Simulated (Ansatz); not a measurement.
# AgCl (Chlorargyrite): the cost of one run

Computed with Ansatz 0.2.0 (DFT PBEsol, scalar-relativistic, plane waves, PAW, unless a step's input says otherwise).

The COD entry's cell or inner coordinates are ideal or old and differ from later refinements, so a difference from it is no clean test against experiment.

1 further run of the same task is left out (set aside as unsound or not needed).

### Step 1. The starting structure

It takes space group Fm-3m (No. 225, cubic). The conventional cell has a = 5.448 Å, b = 5.448 Å, c = 5.448 Å, α = 90.00°, β = 90.00°, γ = 90.00°. Ag (site symmetry m-3m) has 6 Cl at 2.72 Å as nearest neighbours. Cl (site symmetry m-3m) is surrounded by 6 Ag at 2.72 Å.

Coordinates:

```cif
data_structure
_symmetry_space_group_name_H-M 'Fm-3m'
_symmetry_Int_Tables_number 225
_cell_length_a 5.4475
_cell_length_b 5.4475
_cell_length_c 5.4475
_cell_angle_alpha 90.000
_cell_angle_beta 90.000
_cell_angle_gamma 90.000
_cell_volume 161.66
loop_
_atom_site_label
_atom_site_type_symbol
_atom_site_symmetry_multiplicity
_atom_site_Wyckoff_symbol
_atom_site_fract_x
_atom_site_fract_y
_atom_site_fract_z
_atom_site_occupancy
Ag1 Ag 4 a 0.00000 0.00000 0.00000 1
Cl1 Cl 4 b 0.50000 0.00000 0.00000 1
```

It is the result of an earlier relaxation at this level (volume 20.21 Å³/atom; gap on the mesh: 0.72 eV).

### Step 2. A stricter relaxation

Response runs need a geometry at rest under their own mesh and occupations; hence this stricter relaxation.

Input file input.yaml:

```yaml
crystal:
  lattice:
    - [0.0, 2.7237608967, 2.7237608967]
    - [2.7237608967, 0.0, 2.7237608967]
    - [2.7237608967, 2.7237608967, 0.0]
  atoms:
    - { symbol: Ag, position: [0.0, 0.0, 0.0] }
    - { symbol: Cl, position: [0.5, 0.5, 0.5] }
basis:
  ecutwfc: 420
kpoints:
  mp_grid: { grid: [8, 8, 8] }
hamiltonian:
  xc: pbesol
scf:
  occupations: { method: fixed }
output:
  forces: true
  stress: true
  eigenvalues: true
  write_density: true
  write_potential: true
  elf: true
  volumetric_format: npy
relax:
  adjacent_minimum: "off"
  f_tol: 0.001
  max_steps: 60
  cell: { stress_tol: 0.01 }
```

Run with:

```
$ ansatz run input.yaml --threads 1 --pin off --max-ram 2560MiB --backend cpu --events-out ev --progress --plain --runs-dir out
```

Q: Estimate wall time and peak memory on 1 thread of an Arm CPU, shared host.

About 3.5 s, with a peak of 0.3 GiB.
